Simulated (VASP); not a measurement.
# KBr (Fm-3m) in VASP: a series of runs, part 2 of 3

VASP 6.6.1. The steps go on from the part before.

## Step 3: Single point, PBE (atoms moved at random, drawn with an rms of 0.05 Å)

INCAR

```
PREC = Accurate
ENCUT = 520
EDIFF = 1E-7
ISMEAR = -1
SIGMA = 0.05
LREAL = False
LASPH = True
NELM = 80
ALGO = Normal
ISIF = 2
LWAVE = False
LCHARG = False
GGA = PE
NBANDS = 15
```

KPOINTS

```
regular mesh
0
Gamma
  7 7 7
```

POSCAR

```
KBr
1.0
    0.0000000000      3.3000000000      3.3000000000
    3.3000000000      0.0000000000      3.3000000000
    3.3000000000      3.3000000000      0.0000000000
Br K
1 1
Direct
    0.4981360000      0.5049930000      0.5047960000
   -0.0032670000      0.0131940000     -0.0053410000
```

Potentials or basis: VASP PAW PBE potentials, release 64 (Br, K_sv).

Launch:

```bash
$ cat potpaw_PBE.64/Br/POTCAR potpaw_PBE.64/K_sv/POTCAR > POTCAR
$ mpirun -np 1 vasp_std > vasp.out
```

OUTCAR:

```text
PREC = Accurate
   ENCUT = 520
   EDIFF = 1E-7
   ISMEAR = -1
   LREAL = False
   LASPH = True
   NELM = 80
   ISIF = 2
   GGA = PE

 ion  position               nearest neighbor table
   1  0.498  0.505  0.505-   2 3.26   2 3.28   2 3.29
   2  0.997  0.013  0.995-   1 3.26   1 3.28   1 3.29

  LATTYP: Found a face centered cubic cell.
 ALAT       =     6.6000000000

  Lattice vectors:

 A1 = (   0.0000000000,   3.3000000000,   3.3000000000)
 A2 = (   3.3000000000,   0.0000000000,   3.3000000000)
 A3 = (   3.3000000000,   3.3000000000,   0.0000000000)

Analysis of symmetry for initial positions (statically):
=====================================================================
 Subroutine PRICEL returns:
 Original cell was already a primitive cell.

 Routine SETGRP: Setting up the symmetry group for a
 face centered cubic supercell.

 Subroutine GETGRP returns: Found  1 space group operations
 (whereof  1 operations were pure point group operations)
 out of a pool of 48 trial point group operations.

The static configuration has the point symmetry C_1 .

Analysis of symmetry for dynamics (positions and initial velocities):
=====================================================================
 Subroutine PRICEL returns:
 Original cell was already a primitive cell.

 Routine SETGRP: Setting up the symmetry group for a
 face centered cubic supercell.

 Subroutine GETGRP returns: Found  1 space group operations
 (whereof  1 operations were pure point group operations)
 out of a pool of 48 trial point group operations.

The dynamic configuration has the point symmetry C_1 .

 Subroutine INISYM returns: Found  1 space group operations
 (whereof  1 operations are pure point group operations),
 and found     1 'primitive' translations

----------------------------------------------------------------------------------------

                                     Primitive cell

  volume of cell :      71.8740

  direct lattice vectors                    reciprocal lattice vectors
     0.000000000  3.300000000  3.300000000    -0.151515152  0.151515152  0.151515152
     3.300000000  0.000000000  3.300000000     0.151515152 -0.151515152  0.151515152
     3.300000000  3.300000000  0.000000000     0.151515152  0.151515152 -0.151515152

  length of vectors
     4.666904756  4.666904756  4.666904756     0.262431941  0.262431941  0.262431941

  position of ions in fractional coordinates (direct lattice)
     0.498136000  0.504993000  0.504796000
     0.996733000  0.013194000  0.994659000

  ion indices of the primitive-cell ions
   primitive index   ion index
                 1           1
                 2           2

----------------------------------------------------------------------------------------

 KPOINTS: regular mesh

Automatic generation of k-mesh.
 Grid dimensions read from file:
 generate k-points for:    7    7    7

 Generating k-lattice:

  Cartesian coordinates                     Fractional coordinates (reciprocal lattice)
    -0.021645022  0.021645022  0.021645022     0.142857143  0.000000000  0.000000000
     0.021645022 -0.021645022  0.021645022     0.000000000  0.142857143  0.000000000
     0.021645022  0.021645022 -0.021645022     0.000000000  0.000000000  0.142857143
[... 66 lines left out ...]
   number of dos      NEDOS =    301   number of ions     NIONS =      2
   total plane-waves  NPLWV =  46656
   dimension x,y,z NGX =    36 NGY =   36 NGZ =   36
   dimension x,y,z NGXF=    72 NGYF=   72 NGZF=   72
   ions per type =               1   1
   NGX,Y,Z   is equivalent  to a cutoff of  12.82, 12.82, 12.82 a.u.
   NGXF,Y,Z  is equivalent  to a cutoff of  25.65, 25.65, 25.65 a.u.
 SYSTEM =  unknown system
   PREC   = accura    normal or accurate (medium, high low for compatibility)
   ISTART =      0    job   : 0-new  1-cont  2-samecut
   ICHARG =      2    charge: 1-file 2-atom 10-const
   ISPIN  =      1    spin polarized calculation?
   LNONCOLLINEAR =      F non collinear calculations
   LSORBIT =      F    spin-orbit coupling
   LASPH  =      T    aspherical Exc in radial PAW
   ENCUT  =  520.0 eV  38.22 Ry    6.18 a.u.   8.68  8.68  8.68*2*pi/ulx,y,z
   NELM   =     80;   NELMIN=  2; NELMDL= -5     # of ELM steps
   EDIFF  = 0.1E-06   stopping-criterion for ELM
   LREAL  =      F    real-space projection
   EDIFFG = 0.1E-05   stopping-criterion for IOM
   NSW    =      0    number of steps for IOM
   IBRION =     -1    ionic relax: 0-MD 1-quasi-New 2-CG
   NFREE  =      0    steps in history (QN), initial steepest desc. (CG)
   ISIF   =      2    stress and relaxation
   ISYM   =      2    0-nonsym 1-usesym 2-fastsym
   POTIM  = 0.5000    time-step for ionic-motion
   TEBEG  =    0.0;   TEEND  =   0.0 temperature during run
   PSTRESS=    0.0 pullay stress
   NELECT =      16.0000    total number of electrons
   NUPDOWN=      -1.0000    fix difference up-down
   EMIN   =  10.00;   EMAX   =-10.00  energy-range for DOS
   EFERMI =   0.00;   METHOD = LEGACY
   ISMEAR =    -1;   SIGMA  =   0.05  broadening in eV -4-tet -1-fermi 0-gaus
   EFERMI_NEDOS =   21; number of points for ismear=-14 and -15
   IALGO  =     38    algorithm
   IMIX   =      4    mixing-type and parameters
     AMIX     =   0.40;   BMIX     =  1.00
     AMIX_MAG =   1.60;   BMIX_MAG =  1.00
  volume/ion in A,a.u.               =      35.94       242.51
  Fermi-wavevector in a.u.,A,eV,Ry     =   0.992181  1.874950 13.393889  0.984423
  Thomas-Fermi vector in A             =   2.123975
   LORBIT       =      0    0 simple, 1 ext, 2 COOP (PROOUT), +10 PAW based schemes
   GGA     = PE    functional components
   LHFCALC =     F    Hartree Fock is set to
   AEXX    =    0.0000 exact exchange contribution
   IVDW    =     0    specifies the selected vdW correction
   LEPSILON=     F    determine dielectric tensor
   LRPA    =     F    only Hartree local field effects (RPA)
 non-spin polarized calculation
  energy-cutoff  :      520.00
  volume of cell :       71.87
 maximum number of plane-waves:      1948
   NGX = 17   NGY = 17   NGZ = 17

 number of electron      16.0000001 magnetization

 Free energy of the ion-electron system (eV)
  ---------------------------------------------------
  ext. energy  EPLUGINS =         0.00000000
  ---------------------------------------------------
  free energy    TOTEN  =        -6.21384913 eV

  energy without entropy =       -6.21384913  energy(sigma->0) =       -6.21384913

 E-fermi :  -0.6639     XC(G=0):  -7.3703

 val. band max:       -1.7411949898   @ k =   0.0000   0.0000   0.0000
 cond. band min:       2.6932180118   @ k =   0.0000   0.0000   0.0000
 fundamental gap:      4.4344130017
 Fermi energy:        -0.6638516360

 k-point     1 :       0.0000    0.0000    0.0000
  band No.  band energies     occupation
      1     -29.5212      2.00000
      2     -14.0336      2.00000
      3     -12.9987      2.00000
      4     -12.9985      2.00000
      5     -12.9981      2.00000
      6      -1.7415      2.00000
      7      -1.7413      2.00000
      8      -1.7412      2.00000
      9       2.6932      0.00000
     10       5.8634      0.00000
     11       5.8652      0.00000
     12       5.8668      0.00000
     13       6.6881      0.00000
     14       6.6902      0.00000
[... 689 lines left out ...]
      2     -14.1556      2.00000
      3     -13.0132      2.00000
      4     -13.0114      2.00000
      5     -12.8167      2.00000
      6      -2.7262      2.00000
      7      -2.0973      2.00000
      8      -2.0264      2.00000
      9       4.8346      0.00000
     10       5.7775      0.00000
     11       7.4837      0.00000
     12       7.7982      0.00000
     13       7.9646      0.00000
     14       8.0369      0.00000
     15       9.3763      0.00000

 [... further k-points ...]

------------------------ aborting loop because EDIFF is reached ----------------------------------------

  FORCE on cell =-STRESS in cart. coord.  units (eV):
  Direction    XX          YY          ZZ          XY          YZ          ZX
  --------------------------------------------------------------------------------------
  -------------------------------------------------------------------------------------
  Total        0.3377535      0.3511398      0.3421387     -0.0005570      0.0019784      0.0003006
  in kB        7.5290236      7.8274230      7.6267765     -0.0124172      0.0441014      0.0066999
  external PRESSURE =       7.6610744 kB  Pullay stress =       0.0000000 kB

 VOLUME and BASIS-vectors are now :
 -----------------------------------------------------------------------------
  energy-cutoff  :      520.00
  volume of cell :       71.87
      direct lattice vectors                 reciprocal lattice vectors
     0.000000000  3.300000000  3.300000000    -0.151515152  0.151515152  0.151515152
     3.300000000  0.000000000  3.300000000     0.151515152 -0.151515152  0.151515152
     3.300000000  3.300000000  0.000000000     0.151515152  0.151515152 -0.151515152

 POSITION                                       TOTAL-FORCE (eV/Angst)
 -----------------------------------------------------------------------------------
      3.33230      3.30968      3.31033        -0.007907     -0.047493      0.027853
      3.32591      6.57159      3.33276         0.007907      0.047493     -0.027853
 -----------------------------------------------------------------------------------
    total drift:                                0.000061      0.000011     -0.000010

  FREE ENERGIE OF THE ION-ELECTRON SYSTEM (eV)
  ---------------------------------------------------
  free  energy   TOTEN  =        -6.2138491343 eV

  energy  without entropy=       -6.2138491343  energy(sigma->0) =       -6.21384913
```

OSZICAR:

```text
N       E                     dE             d eps       ncg     rms          rms(c)
DAV:   1     0.976365168893E+02    0.97637E+02   -0.68927E+03  5160   0.935E+02
DAV:   2    -0.193457542182E-01   -0.97656E+02   -0.90407E+02  6570   0.226E+02
DAV:   3    -0.610053637397E+01   -0.60812E+01   -0.60477E+01  7248   0.504E+01
DAV:   4    -0.638479600936E+01   -0.28426E+00   -0.28419E+00  7635   0.932E+00
DAV:   5    -0.638671848695E+01   -0.19225E-02   -0.19225E-02  7290   0.941E-01    0.311E+00
DAV:   6    -0.621494599846E+01    0.17177E+00   -0.21623E-01  6875   0.224E+00    0.227E+00
DAV:   7    -0.620381940256E+01    0.11127E-01   -0.10740E-01  7183   0.176E+00    0.103E+00
DAV:   8    -0.621275533375E+01   -0.89359E-02   -0.11780E-02  5569   0.793E-01    0.116E-01
DAV:   9    -0.621354553973E+01   -0.79021E-03   -0.82879E-04  7414   0.177E-01    0.776E-02
DAV:  10    -0.621382948973E+01   -0.28395E-03   -0.28643E-04  5433   0.972E-02    0.122E-02
DAV:  11    -0.621384710193E+01   -0.17612E-04   -0.28332E-05  7299   0.303E-02    0.610E-03
DAV:  12    -0.621384905441E+01   -0.19525E-05   -0.39457E-06  5615   0.131E-02    0.165E-03
DAV:  13    -0.621384913433E+01   -0.79915E-07   -0.17386E-07  7547   0.224E-03
   1 F= -.62138491E+01 E0= -.62138491E+01  d E =-.436827E-10
```

Run time: 91 s. Hardware: 1 thread of AMD EPYC 9R45 (Zen 5), shared host; peak memory 0.3 GiB.

Results:

* Free energy: -6.2138 eV
* Pressure: 0.8 GPa
* Largest force: 0.056 eV/Å
* Band gap on the k mesh: 4.43 eV, direct

Forces on the atoms (eV/Å):
```
Br  -0.008 -0.047  0.028
K    0.008  0.047 -0.028
```

Levels at points of the mesh, in eV from the valence-band top:
| k point | band 6 | band 7 | band 8 | band 9 | band 10 | band 11 |
| --- | --- | --- | --- | --- | --- | --- |
| (0.00, 0.00, 0.00) | 0.00 | 0.00 | 0.00 | 4.43 | 7.60 | 7.61 |

Caveat: an odd mesh through Γ misses points on the zone boundary, where band edges often lie.

## Step 4: Equation of state, PBE, 33.78 Å³/atom (volume scaled by 0.94)

INCAR

```
PREC = Accurate
ENCUT = 520
EDIFF = 1E-7
ISMEAR = -1
SIGMA = 0.05
LREAL = F
LASPH = T
NELM = 60
ALGO = Normal
ISIF = 2
LWAVE = F
LCHARG = F
GGA = PE
NBANDS = 15
```

KPOINTS

```
Automatic mesh
0
Gamma
  7 7 7
```

POSCAR

```
KBr
1.0
    0.0000000000      3.2326341588      3.2326341588
    3.2326341588      0.0000000000      3.2326341588
    3.2326341588      3.2326341588      0.0000000000
Br K
1 1
Direct
    0.5000000000      0.5000000000      0.5000000000
    0.0000000000      0.0000000000      0.0000000000
```

Launch:

```bash
$ cat potpaw_PBE.64/Br/POTCAR potpaw_PBE.64/K_sv/POTCAR > POTCAR
$ mpirun -np 1 vasp_std > vasp.out
```

It took 14 s on 1 thread of AMD EPYC 9R45 (Zen 5), shared host; peak memory 0.17 GiB.

Results (log left out):

- Free energy: -6.1789 eV
- Pressure: 2.0 GPa
- Band gap on the k mesh: 4.61 eV, direct

## Step 5: Equation of state, PBE, 34.50 Å³/atom (volume scaled by 0.96)

INCAR

```
SYSTEM = KBr
ALGO = Normal ; EDIFF = 1E-7
ENCUT = 520 ; GGA = PE
ISIF = 2 ; ISMEAR = -1
LASPH = .TRUE. ; LCHARG = .FALSE.
LREAL = .FALSE. ; LWAVE = .FALSE.
NBANDS = 15 ; NELM = 100
PREC = Accurate ; SIGMA = 0.05
```

KPOINTS

```
k-points
0
G
  7 7 7
  0 0 0
```

POSCAR

```
KBr
1.0
    0.0000000000      3.2553999381      3.2553999381
    3.2553999381      0.0000000000      3.2553999381
    3.2553999381      3.2553999381      0.0000000000
Br K
1 1
Direct
    0.5000000000      0.5000000000      0.5000000000
    0.0000000000      0.0000000000      0.0000000000
```

Launch:

```bash
$ cat potpaw_PBE.64/Br/POTCAR potpaw_PBE.64/K_sv/POTCAR > POTCAR
$ mpirun -np 1 vasp_std > vasp.out
```

Run time: 14 s. Hardware: 1 thread of AMD EPYC 9R45 (Zen 5), shared host; peak memory 0.17 GiB.

It converged, with:

```yaml
Free_energy: -6.1947 eV
Pressure: 1.5 GPa
Band_gap_on_the_k_mesh: 4.55 eV, direct
```

## Step 6: Equation of state, PBE, 35.22 Å³/atom (volume scaled by 0.98)

INCAR

```
  ALGO = Normal
  EDIFF = 1E-7
  ENCUT = 520
  GGA = PE
  ISIF = 2
  ISMEAR = -1
  LASPH = T
  LCHARG = F
  LREAL = F
  LWAVE = F
  NBANDS = 15
  NELM = 60
  PREC = Accurate
  SIGMA = 0.05
```

KPOINTS

```
k-points
0
Gamma
  7 7 7
```

POSCAR

```
KBr
1.0
    0.0000000000      3.2778516817      3.2778516817
    3.2778516817      0.0000000000      3.2778516817
    3.2778516817      3.2778516817      0.0000000000
Br K
1 1
Direct
    0.5000000000      0.5000000000      0.5000000000
    0.0000000000      0.0000000000      0.0000000000
```

Potentials or basis: VASP PAW PBE potentials, release 64 (Br, K_sv).

Launch:

```bash
$ cat potpaw_PBE.64/Br/POTCAR potpaw_PBE.64/K_sv/POTCAR > POTCAR
$ mpirun -np 1 vasp_std > vasp.out
```

Wall time 14 s (1 thread of AMD EPYC 9R45 (Zen 5), shared host); peak memory 0.17 GiB.

It converged, with:

| Property | Result |
| --- | --- |
| Free energy | -6.2066 eV |
| Pressure | 1.1 GPa |
| Band gap on the k mesh | 4.49 eV, direct |

## Step 7: Equation of state, PBE, 36.66 Å³/atom (volume scaled by 1.02)

INCAR

```
  PREC = Accurate
  ENCUT = 520
  EDIFF = 1E-7
  ISMEAR = -1
  SIGMA = 0.05
  LREAL = F
  LASPH = T
  NELM = 80
  ALGO = Normal
  ISIF = 2
  LWAVE = F
  LCHARG = F
  GGA = PE
  NBANDS = 15
```

KPOINTS

```
regular mesh
0
Gamma
  7 7 7
```

POSCAR

```
KBr
1.0
    0.0000000000      3.3218549415      3.3218549415
    3.3218549415      0.0000000000      3.3218549415
    3.3218549415      3.3218549415      0.0000000000
Br K
1 1
Direct
    0.5000000000      0.5000000000      0.5000000000
    0.0000000000      0.0000000000      0.0000000000
```

Launch:

```bash
$ cat potpaw_PBE.64/Br/POTCAR potpaw_PBE.64/K_sv/POTCAR > POTCAR
$ mpirun -np 1 vasp_std > vasp.out
```

It took 14 s on 1 thread of AMD EPYC 9R45 (Zen 5), shared host; peak memory 0.18 GiB.

Results (log left out):

```yaml
Free_energy: -6.2205 eV
Pressure: 0.4 GPa
Band_gap_on_the_k_mesh: 4.38 eV, direct
```

Caveat: an odd mesh through Γ misses points on the zone boundary, where band edges often lie.

## Step 8: Equation of state, PBE, 37.37 Å³/atom (volume scaled by 1.04)

INCAR

```
SYSTEM = KBr
PREC     = Accurate       ! precision mode
ENCUT    = 520            ! plane-wave cutoff, eV
EDIFF    = 1E-7           ! SCF threshold, eV
ISMEAR   = -1             ! smearing method
SIGMA    = 0.05           ! smearing width, eV
LREAL    = .FALSE.        ! projectors in reciprocal space
LASPH    = .TRUE.         ! aspherical terms in the spheres
NELM     = 100            ! most SCF steps
ALGO     = Normal         ! electronic algorithm
ISIF     = 2              ! what is computed and relaxed
LWAVE    = .FALSE.        ! write WAVECAR
LCHARG   = .FALSE.        ! write CHGCAR
GGA      = PE             ! functional
NBANDS   = 15             ! bands
```

KPOINTS

```
regular mesh
0
G
  7 7 7
  0 0 0
```

POSCAR

```
KBr
1.0
    0.0000000000      3.3434260326      3.3434260326
    3.3434260326      0.0000000000      3.3434260326
    3.3434260326      3.3434260326      0.0000000000
Br K
1 1
Direct
    0.5000000000      0.5000000000      0.5000000000
    0.0000000000      0.0000000000      0.0000000000
```

Launch:

```bash
$ cat potpaw_PBE.64/Br/POTCAR potpaw_PBE.64/K_sv/POTCAR > POTCAR
$ mpirun -np 1 vasp_std > vasp.out
```

Wall time 14 s (1 thread of AMD EPYC 9R45 (Zen 5), shared host); peak memory 0.17 GiB.

Results (log left out):

* Free energy: -6.2232 eV
* Pressure: 0.1 GPa
* Band gap on the k mesh: 4.33 eV, direct

Caveat: an odd mesh through Γ misses points on the zone boundary, where band edges often lie.

## Step 9: Equation of state, PBE, 38.09 Å³/atom (volume scaled by 1.06)

INCAR: that of step 8 with these lines changed.

```diff
@@ -8,3 +8,3 @@
 LASPH    = .TRUE.         ! aspherical terms in the spheres
-NELM     = 100            ! most SCF steps
+NELM     = 60             ! most SCF steps
 ALGO     = Normal         ! electronic algorithm
```

KPOINTS is that of step 8.

POSCAR

```
KBr
1.0
    0.0000000000      3.3647223140      3.3647223140
    3.3647223140      0.0000000000      3.3647223140
    3.3647223140      3.3647223140      0.0000000000
Br K
1 1
Direct
    0.5000000000      0.5000000000      0.5000000000
    0.0000000000      0.0000000000      0.0000000000
```

Potentials or basis: VASP PAW PBE potentials, release 64 (Br, K_sv).

Launch:

```bash
$ cat potpaw_PBE.64/Br/POTCAR potpaw_PBE.64/K_sv/POTCAR > POTCAR
$ mpirun -np 1 vasp_std > vasp.out
```

Wall time 16 s (1 thread of AMD EPYC 9R45 (Zen 5), shared host); peak memory 0.18 GiB.

It converged, with:

```
Free energy            : -6.2235 eV
Pressure               : -0.1 GPa
Band gap on the k mesh : 4.28 eV, direct
```

Caveat: an odd mesh through Γ misses points on the zone boundary, where band edges often lie.

## Step 10: Equation of state, PBE

Potentials or basis: VASP PAW PBE potentials, release 64 (Br, K_sv).

This step only gathers the single runs of the series.

What came out:

```yaml
Equilibrium_volume: 37.81 Å³/atom
Bulk_modulus: 13.4 GPa
Pressure_derivative_of_the_bulk_modulus: 4.8
```

Energy against volume, from the lowest point:
```tsv
volume (Å³/atom)	energy (meV/atom)
33.781	22.28
34.500	14.40
35.218	8.44
35.937	4.19
36.656	1.47
37.374	0.12
38.093	0.00
```

## Step 11: Single point, PBEsol

INCAR

```
SYSTEM = KBr
PREC = Accurate
ENCUT = 520
EDIFF = 1E-7
ISMEAR = -1
SIGMA = 0.05
LREAL = .False.
LASPH = .True.
NELM = 80
ALGO = Normal
ISIF = 2
LWAVE = .False.
LCHARG = .False.
GGA = PS
NBANDS = 15
```

KPOINTS

```
Automatic mesh
0
Gamma
  7 7 7
  0 0 0
```

POSCAR

```
KBr
1.0
    0.0000000000      3.3000000000      3.3000000000
    3.3000000000      0.0000000000      3.3000000000
    3.3000000000      3.3000000000      0.0000000000
Br K
1 1
Direct
    0.5000000000      0.5000000000      0.5000000000
    0.0000000000      0.0000000000      0.0000000000
```

Launch:

```bash
$ cat potpaw_PBE.64/Br/POTCAR potpaw_PBE.64/K_sv/POTCAR > POTCAR
$ mpirun -np 1 vasp_std > vasp.out
```

Run time: 14 s. Hardware: 1 thread of Intel Xeon Platinum 8488C (Sapphire Rapids), shared host; peak memory 0.21 GiB.

Results (log left out):

* Free energy: -6.4588 eV
* Pressure: -0.3 GPa
* Band gap on the k mesh: 4.28 eV, direct

Levels at points of the mesh, in eV from the valence-band top:
| k point | band 6 | band 7 | band 8 | band 9 | band 10 | band 11 |
| --- | --- | --- | --- | --- | --- | --- |
| (0.00, 0.00, 0.00) | 0.00 | 0.00 | 0.00 | 4.28 | 7.53 | 7.53 |

Caveat: the PAW data sets were made with another functional, which shifts forces and pressure a little. PBEsol gaps usually lie below the measured ones, often by a third to a half.

## Step 12: Equation of state, PBEsol, 33.78 Å³/atom (volume scaled by 0.94)

INCAR is that of step 11.

KPOINTS is that of step 11.

POSCAR

```
KBr
1.0
    0.0000000000      3.2326341588      3.2326341588
    3.2326341588      0.0000000000      3.2326341588
    3.2326341588      3.2326341588      0.0000000000
Br K
1 1
Direct
    0.5000000000      0.5000000000      0.5000000000
    0.0000000000      0.0000000000      0.0000000000
```

Potentials or basis: VASP PAW PBE potentials, release 64 (Br, K_sv).

Launch:

```bash
$ cat potpaw_PBE.64/Br/POTCAR potpaw_PBE.64/K_sv/POTCAR > POTCAR
$ mpirun -np 1 vasp_std > vasp.out
```

Wall time 16 s (1 thread of Intel Xeon Platinum 8488C (Sapphire Rapids), shared host); peak memory 0.2 GiB.

The run converged. Its results:

| Quantity | Value |
| --- | --- |
| Free energy | -6.4533 eV |
| Pressure | 0.7 GPa |
| Band gap on the k mesh | 4.44 eV, direct |

Caveat: the PAW data sets were made with another functional, which shifts forces and pressure a little.

[end of part 2 of 3]
